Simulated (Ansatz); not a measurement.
# SiO2: the cost of one run

Method: DFT, PBE, plane-wave PAW, default files, scalar-relativistic, as far as a step names no other, in Ansatz 0.2.0.

**1. The starting structure**

Symmetry: I-43m, No. 217, cubic system. The conventional cell has a = 8.917 Å, b = 8.917 Å, c = 8.917 Å, α = 90.00°, β = 90.00°, γ = 90.00°. Si (site symmetry -4) is surrounded by 4 O at 1.61 Å. O (site symmetry m) has 2 Si at 1.61 Å as nearest neighbours.

As a file:

```cif
data_structure
_symmetry_space_group_name_H-M 'P 1'
_symmetry_Int_Tables_number 1
_cell_length_a 7.7223
_cell_length_b 7.7223
_cell_length_c 7.7223
_cell_angle_alpha 109.471
_cell_angle_beta 109.471
_cell_angle_gamma 109.471
_cell_volume 354.51
loop_
_atom_site_label
_atom_site_type_symbol
_atom_site_fract_x
_atom_site_fract_y
_atom_site_fract_z
_atom_site_occupancy
Si1 Si 0.50000 0.75000 0.25000 1
Si2 Si 0.75000 0.50000 0.25000 1
Si3 Si 0.25000 0.75000 0.50000 1
Si4 Si 0.25000 0.50000 0.75000 1
Si5 Si 0.50000 0.25000 0.75000 1
Si6 Si 0.75000 0.25000 0.50000 1
O1 O 0.66265 0.36836 0.00000 1
O2 O 0.29429 0.63164 0.63164 1
O3 O 0.66265 0.00000 0.36836 1
O4 O 0.36836 0.66265 0.00000 1
O5 O 0.00000 0.66265 0.36836 1
O6 O 0.63164 0.29429 0.63164 1
O7 O 0.63164 0.63164 0.29429 1
O8 O 0.00000 0.36836 0.66265 1
O9 O 0.36836 0.00000 0.66265 1
O10 O 0.33735 0.33735 0.70571 1
O11 O 0.70571 0.33735 0.33735 1
O12 O 0.33735 0.70571 0.33735 1
```

**2. First run, atoms as given**

input.yaml

```yaml
crystal:
  lattice:
    - [-4.45849133, 4.45849133, 4.45849133]
    - [4.45849133, -4.45849133, 4.45849133]
    - [4.45849133, 4.45849133, -4.45849133]
  atoms:
    - { symbol: Si, position: [0.5, 0.75, 0.25] }
    - { symbol: Si, position: [0.75, 0.5, 0.25] }
    - { symbol: Si, position: [0.25, 0.75, 0.5] }
    - { symbol: Si, position: [0.25, 0.5, 0.75] }
    - { symbol: Si, position: [0.5, 0.25, 0.75] }
    - { symbol: Si, position: [0.75, 0.25, 0.5] }
    - { symbol: O, position: [0.6626454, 0.36835748, 0.0] }
    - { symbol: O, position: [0.29428792, 0.63164252, 0.63164252] }
    - { symbol: O, position: [0.6626454, 0.0, 0.36835748] }
    - { symbol: O, position: [0.36835748, 0.6626454, 0.0] }
    - { symbol: O, position: [0.0, 0.6626454, 0.36835748] }
    - { symbol: O, position: [0.63164252, 0.29428792, 0.63164252] }
    - { symbol: O, position: [0.63164252, 0.63164252, 0.29428792] }
    - { symbol: O, position: [0.0, 0.36835748, 0.6626454] }
    - { symbol: O, position: [0.36835748, 0.0, 0.6626454] }
    - { symbol: O, position: [0.3373546, 0.3373546, 0.70571208] }
    - { symbol: O, position: [0.70571208, 0.3373546, 0.3373546] }
    - { symbol: O, position: [0.3373546, 0.70571208, 0.3373546] }
kpoints:
  mp_grid: { grid: [4, 4, 4] }
scf:
  occupations: { method: fermi_dirac, width: 0.02 }
hamiltonian:
  xc: pbe
  pseudopotentials: { kind: paw }
output:
  forces: true
  stress: true
  populations: true
  efg: { quadrupole_moments_barn: { O: -0.02558 }, contact_densities: true }
```

Run with:

```console
ansatz run input.yaml --threads 1 --pin off --max-ram 2560MiB --backend cpu --events-out ev --progress --plain --runs-dir out
```

**Question.** How long does this run take on 1 thread of Arm Neoverse V1, shared host, and how much memory does it need?

About 23 s, with a peak of 0.54 GiB.
